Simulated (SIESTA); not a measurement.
# CdSe under changes of volume

One of the cells (28.942 Å³/atom); the others are scaled copies at fixed shape and fractional positions:

```
Cd Se
1.0
     0.00000    3.07027    3.07027
     3.07027    0.00000    3.07027
     3.07027    3.07027    0.00000
Cd Se
1 1
Direct
  0.00000 0.00000 0.00000
  0.25000 0.25000 0.25000
```

Measurements of this composition are mostly on another form, of space group No. 186.

| Item | Value |
| --- | --- |
| Program | SIESTA 5.4.2 |
| Functional | PBE |
| Potentials or basis | PseudoDojo 0.5 standard (PBE files) |
| Basis | DZP (energy shift 0.002 Ry) |
| Grid cutoff | 800 Ry |
| Energy shift | 0.002 Ry |
| k mesh | 8 × 8 × 8 |
| Occupations | fermi-dirac, width 0.05 eV |
| Spin | no spin polarisation |

```csv
volume (Å³/atom),energy over the lowest point (meV/atom),pressure (GPa),gap on the mesh (eV)
27.206,?,?,?
27.784,30.46,4.6,0.93
28.363,16.31,3.3,0.87
28.942,7.27,2.0,0.81
29.521,1.83,1.0,0.76
30.100,0.00,0.0,0.71
30.679,1.41,-0.8,0.66
```

Problem. What does the run at 27.206 Å³/atom give?

Solution. Energy over the lowest point 49.62 meV/atom; pressure 6.1 GPa; gap on the mesh 0.98 eV.

Worked out: A Birch-Murnaghan fit of order 3 (a polynomial in V^(-2/3)) to the other rows has its minimum at 30.13 Å³/atom with B0 = V·E''(V) = 44 GPa and B' = 6.3. It gives 49.68 meV/atom at 27.206 Å³/atom, against the run's 49.62, and -dE/dV = 6.1 GPa, against 6.1. A straight line through the other rows of the gap, of slope -2.71 eV per unit of ln V (its deformation potential), extrapolates to 0.98 eV, against the run's 0.98.

Energies are extrapolated to zero smearing.

Caveats: semicore shells carry a single zeta, which can move pressures by several GPa and volumes by a few percent; the basis of atomic orbitals isn't converged, which shifts pressures, moduli and gaps.

A mesh can miss the band edges. Spin-orbit coupling on Cd, Se is left out.
